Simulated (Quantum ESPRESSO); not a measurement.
WS2, a slab with vacuum:

```
W S
1.0
     3.18352    0.00000    0.00000
    -1.59176    2.75701    0.00000
     0.00000    0.00000   16.95058
W S
1 2
Cartesian
  0.0000 0.0000 0.0000
  0.0000 1.8380 1.5595
  0.0000 1.8380 15.3911
```

```yaml
Program: Quantum ESPRESSO 7.5
Task: phonons
Functional: PBEsol
Potentials_or_basis: PseudoDojo 0.4.1 SR PBEsol standard
Cutoff: 1007 eV
Density_cutoff: 4027 eV
k_mesh: 8 × 8 × 2, shifted
Occupations: fermi-dirac, width 0.05 eV
Spin: no spin polarisation
Mixing_beta: 0.5
Most_SCF_iterations: 120
SCF_threshold: 6e-10 Ry
```

The atoms were relaxed first, and the response was taken there.

The first run showed a gap, so the response started from a second, tighter run with fixed occupations.

Problem. Where do the zone-centre optical modes lie?

Solution. E'' at 292 cm⁻¹ (Raman); E' at 350 cm⁻¹ (IR and Raman); A'1 at 414 cm⁻¹ (Raman); A''2 at 432 cm⁻¹ (IR). Polar modes are given without the macroscopic field (transverse values).

Optical modes at Γ, degenerate ones joined, polar ones without the macroscopic field:
| cm⁻¹ | components | symmetry | active in | IR intensity, summed ((D/Å)²/amu) |
| --- | --- | --- | --- | --- |
| 292 | 2 | E'' | Raman | 0.00 |
| 350 | 2 | E' | IR and Raman | 0.34 |
| 414 | 1 | A'1 | Raman | 0.00 |
| 432 | 1 | A''2 | IR | 0.00 |

Born effective charge tensors (e):
atom 1, W
```
-0.59  0.00  0.00
 0.00 -0.59  0.00
 0.00  0.00 -0.09
```
atom 2, S
```
0.29 0.00 0.00
0.00 0.29 0.00
0.00 0.00 0.04
```
atom 3, S
```
0.29 0.00 0.00
0.00 0.29 0.00
0.00 0.00 0.04
```

Electronic dielectric tensor:
```
5.64 0.00 0.00
0.00 5.64 0.00
0.00 0.00 1.43
```
